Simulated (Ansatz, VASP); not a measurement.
## FePt (Tetraferroplatinum): VASP beside Ansatz

```
CELL_PARAMETERS angstrom
2.72350 0.00000 0.00000
0.00000 2.72350 0.00000
0.00000 0.00000 3.72000
ATOMIC_POSITIONS crystal
Pt 0.49659 0.49727 0.50219
Fe 0.99122 0.01900 0.01158
```

Change from the starting cell: atoms moved at random, drawn with an rms of 0.05 Å.

Alike in both runs: task single point; functional PBE; k mesh 10 × 10 × 7; occupations fermi-dirac, width 0.05 eV; collinear spin, ferromagnetic start.

|  | VASP | Ansatz |
| --- | --- | --- |
| version | VASP 6.6.1 | Ansatz 0.2.0 |
| potentials or method | VASP PAW PBE potentials, release 64 (Pt, Fe) | Ansatz PAW |
| plane-wave cutoff (eV) | 520 | 420 |
| valence electrons in the cell | 18 | 34 |

```tsv
	VASP	Ansatz	Ansatz less VASP
gap on the k mesh at the Fermi level (eV)	none	none	-
pressure (GPa)	3.3	3.7	+0.44
largest component of the traceless stress (GPa)	0.47	0.43	-0.048
rms of the force components (eV/Å)	0.234	0.238	+0.0038
net moment per atom (μB)	1.64	1.64	+0.003
size of the moment on the site where the two differ most (μB)	0.34	0.40	+0.060
```

Site moments also hang on the region over which each program counts them. Atom by atom the forces differ by 0.004 eV/Å (rms over components). A gap of «none» marks a metal or a gap that the smearing closes. The two sets of potentials don't hold the same shells in valence.

Spin-orbit coupling is left out, which matters for the levels of Pt.
